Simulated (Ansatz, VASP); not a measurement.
# TaN in VASP and in Ansatz

```xyz
2
Lattice="0.0000 2.1790 2.1790 2.1790 0.0000 2.1790 2.1790 2.1790 0.0000" Properties=species:S:1:pos:R:3 pbc="T T T"
Ta    2.1790    2.1790    2.1790
N     0.0000    0.0000    0.0000
```

Alike in both runs: task single point; functional LDA; k mesh 8 × 8 × 8; occupations gaussian, width 0.1 eV; no spin polarisation.

|  | VASP | Ansatz |
| --- | --- | --- |
| version | VASP 6.6.1 | Ansatz 0.2.0 |
| potentials or method | VASP PAW LDA potentials, release 64 (Ta_pv, N) | scalar-relativistic, plane waves, PAW |
| plane-wave cutoff (eV) | 520 | 420 |
| valence electrons in the cell | 16 | 18 |

```csv
,VASP,Ansatz,Ansatz less VASP
gap on the k mesh at the Fermi level (eV),none,none,-
pressure (GPa),-0.3,-2.3,-2.02
```

A gap of «none» marks a metal or a gap that the smearing closes. The two sets of potentials don't hold the same shells in valence.

The runs have no spin-orbit coupling, so splittings on Ta are missing.
